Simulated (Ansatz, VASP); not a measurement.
# CaF2 in VASP and in Ansatz

```xyz
3
Lattice="0.0000 2.7313 2.7313 2.7313 0.0000 2.7313 2.7313 2.7313 0.0000" Properties=species:S:1:pos:R:3 pbc="T T T"
Ca    0.0000    0.0000    0.0000
F     1.3656    1.3656    1.3656
F     4.0969    4.0969    4.0969
```

Alike in both runs: task electric field gradients; functional PBE; k mesh 10 × 10 × 10; occupations fermi-dirac, width 0.03 eV; no spin polarisation.

|  | VASP | Ansatz |
| --- | --- | --- |
| version | VASP 6.6.1 | Ansatz 0.2.0 |
| potentials or method | VASP PAW PBE potentials, release 64 (Ca_sv, F) | PAW with Ansatz's default frozen-core files, scalar-relativistic |
| plane-wave cutoff (eV) | 520 | 420 |
| valence electrons in the cell | 24 | 24 |

Ansatz gave:

- gap on the k mesh at the Fermi level (eV): 7.30
- pressure (GPa): 2.2
- Vzz of the field gradient on the site that differs most (V/Å²): 0.0

What did VASP give for the same quantities?

gap on the k mesh at the Fermi level (eV): 7.28; pressure (GPa): 2.5; Vzz of the field gradient on the site that differs most (V/Å²): 0.0.

With one functional, cell and mesh, what is left measures potentials, basis and numerics.

A k mesh can miss the band edges. PBE gaps usually lie below the measured ones, often by a third to a half.
